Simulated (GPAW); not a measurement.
A run of GPAW 26.7.0 is set up as follows.

The input run.py:

```python
from ase import Atoms
from ase.eos import EquationOfState
from ase.io import Trajectory
from ase.units import GPa
from gpaw import GPAW, PW

atoms = Atoms(['Au'],
              cell=[[-1.657269, 1.657269, 1.657269],
                    [1.657269, -1.657269, 1.657269],
                    [1.657269, 1.657269, -1.657269]],
              scaled_positions=[[0.0, 0.0, 0.0]],
              pbc=True)

traj = Trajectory('eos.traj', 'w')
volumes, energies = [], []
for x in [0.94, 0.96, 0.98, 1.0, 1.02, 1.04, 1.06]:
    a = atoms.copy()
    a.set_cell(atoms.cell * x**(1 / 3), scale_atoms=True)
    calc = GPAW(mode=PW(600),
                xc='MGGA_X_R2SCAN+MGGA_C_R2SCAN',
                kpts={'size': (11, 11, 11), 'gamma': True},
                occupations={'name': 'fermi-dirac', 'width': 0.05},
                nbands=14,
                convergence={'density': 1e-05, 'energy': 1e-05},
                maxiter=150,
                txt=f'eos-{x:.2f}.txt')
    a.calc = calc
    energies.append(a.get_potential_energy(force_consistent=True))
    volumes.append(a.get_volume())
    p = -a.get_stress()[:3].mean() / GPa
    calc.write(f'eos-{x:.2f}.gpw')
    traj.write(a)
    print(f'{x:.2f} {volumes[-1]:10.4f} A^3 {energies[-1]:14.6f} eV {p:9.3f} GPa', flush=True)

v0, e0, B = EquationOfState(volumes, energies, eos='birchmurnaghan').fit()
print(f'V0 = {v0:.4f} A^3, E0 = {e0:.6f} eV, B0 = {B / GPa:.2f} GPa')
```

Potentials or basis: GPAW PAW data sets (gpaw-data 1.2.1), pw.

Run with:

```sh
$ OMP_NUM_THREADS=1 python run.py
```

(1) What does it give for the bulk modulus?

(2) What does it give for the equilibrium volume?

Answers

(1) 148 GPa (rough).

(2) 17.97 Å³/atom (rough: see the caveat).

Caveat: with this Au data set, volumes or pressures lay over 1.5 % or 2 GPa off other programs in two to four cells of ten; the points scatter about the fit; the PAW data sets were made with another functional, which shifts forces and pressure a little.
